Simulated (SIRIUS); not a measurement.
Runs of SIRIUS 7.10.0 on WC. The typed cell holds 2 atoms: a = 2.901 Å, b = 2.901 Å, c = 2.829 Å, α = 90.00°, β = 90.00°, γ = 120.00°. 

```tsv
potentials or basis	cutoff (eV)	radial cutoff for the potentials' integrals	gap on the mesh (eV)	pressure (GPa)	largest force (eV/Å)
PseudoDojo 0.4.1 PBE standard (scalar relativistic)	1127	6.5 bohr	none	13.4	2.31
SSSP 1.3.0 PBE efficiency	828	-	none	14.1	2.33
PseudoDojo 0.4 PBE stringent (scalar relativistic)	1127	6.5 bohr	none	13.4	2.31
JTH 2.0 PBE (PAW)	557	-	none	13.4	2.31
PseudoDojo 0.5 PBE standard (scalar relativistic)	1127	6.5 bohr	none	13.4	2.31
SG15 1.2 PBE (norm-conserving)	1127	6.5 bohr	none	12.7	(a)
SPMS 1.0 PBE (norm-conserving)	1127	6.5 bohr	none	(b)	2.31
```

Alike in all rows: task single point; level PBE; no spin polarisation; cell atom 2 moved 0.15 Å; k mesh 6 × 6 × 5; smearing fermi-dirac 0.05 eV; the mesh is coarse, so values aren't converged.

Estimate the missing entries.

(a) 2.32; (b) 13.5.

Caveats: all runs use coarse meshes; forces of over 1 eV/Å show positions far from the minimum, so gaps and moduli don't describe the material at rest.

A k mesh can miss the band edges, and the runs leave out spin-orbit coupling on W.

A gap of «none» marks a metal or a gap under the smearing width.

The runs don't all hold the same shells in valence.
